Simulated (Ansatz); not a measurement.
P:

```xyz
4
Lattice="1.6477 -5.4650 0.0000 1.6477 5.4650 0.0000 0.0000 0.0000 4.5436" Properties=species:S:1:pos:R:3 pbc="T T T"
P     1.6477   -4.4173    2.6754
P     1.6477    4.4173    1.8683
P     1.6477   -1.0477    0.4035
P     1.6477    1.0477    4.1401
```

Base run:

```yaml
Program: Ansatz 0.2.0
Functional: PBE0
Potentials_or_basis: Ansatz PAW
Cutoff: "420 eV (not typed: the program's choice for these potentials)"
k_mesh: 5 × 5 × 4
Occupations: fermi-dirac, width 0.05 eV
Spin: no spin polarisation
```

Its results: band gap on the k mesh 1.68 eV, direct; pressure -0.2 GPa; largest force 0.145 eV/Å.

Q: After a change of settings the same cell gave: band gap on the k mesh 1.75 eV, direct; pressure -0.8 GPa; largest force 0.165 eV/Å. Which change was it?
A. functional from PBE0 to BLYP
B. functional from PBE0 to LDA
C. functional from PBE0 to PBE
D. functional from PBE0 to r2SCAN0; cutoff from 420 eV (not typed: the program's choice for these potentials) to 500 eV (not typed: the program's choice for these potentials)

A: D.

Caveats: odd divisions of the mesh miss points on the zone boundary, where band edges often lie, so the gap on the mesh can be too wide; the PAW data sets come from PBE, with cores solved anew for the run's functional, which leaves a small shift of forces and pressure; the density of states is complete only up to the lowest level of the last band computed; the thresholds are loose for stress.
